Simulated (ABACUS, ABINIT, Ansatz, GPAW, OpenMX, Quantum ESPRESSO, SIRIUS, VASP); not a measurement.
**Sn: programs and potentials compared**

```
Sn
1.0
    -2.94014    2.94014    1.59930
     2.94014   -2.94014    1.59930
     2.94014    2.94014   -1.59930
Sn
2
Direct
  0.00000 0.00000 0.00000
  0.75000 0.25000 0.50000
```

Alike in all runs: task single point; functional PBE; k mesh 9 × 9 × 9; occupations fermi-dirac, width 0.05 eV; no spin polarisation; no spin-orbit coupling. Pressure is positive in compression and, in plane waves, holds the error of the finite cutoff, which Ansatz's Pulay term estimates and takes out.

```csv
program and potentials,plane-wave cutoff (eV),notes,pressure (GPa)
"SIRIUS, PseudoDojo 0.4.1 PBE standard (scalar relativistic)",983,-,1.45
"OpenMX, OpenMX 2013 PBE set, Sn7.0-s3p2d2, grid cutoff 260 Ry",-,atomic basis,-7.00
"Quantum ESPRESSO, SSSP 1.3 efficiency PBE",816,-,1.44
"ABINIT, JTH PAW PBE v2.0",599,-,1.47
"Ansatz, all-electron LAPW, scalar-relativistic",-,-,1.40
"VASP, PBE PAW files Sn_d, 520 eV",520,-,1.35
"GPAW, GPAW PAW data sets (gpaw-data 1.2.1)",600,-,1.13
"Ansatz, Ansatz PAW (earlier soft set)",420,-,1.40
"ABACUS, PseudoDojo NC SR 0.4.1 PBE standard, plane waves",993,-,1.47
```

The pressure spans -7.00 (OpenMX, OpenMX 2013 PBE set, Sn7.0-s3p2d2, grid cutoff 260 Ry) to 1.47 GPa (ABINIT, JTH PAW PBE v2.0), with all-electron results at 1.40. Rows in atomic bases carry the error of their basis and grid, which can be large.

Differences between rows come from potentials, basis sets and numerical settings, since the functional is the same but for its coding. Runs on potential files found faulty are left out.
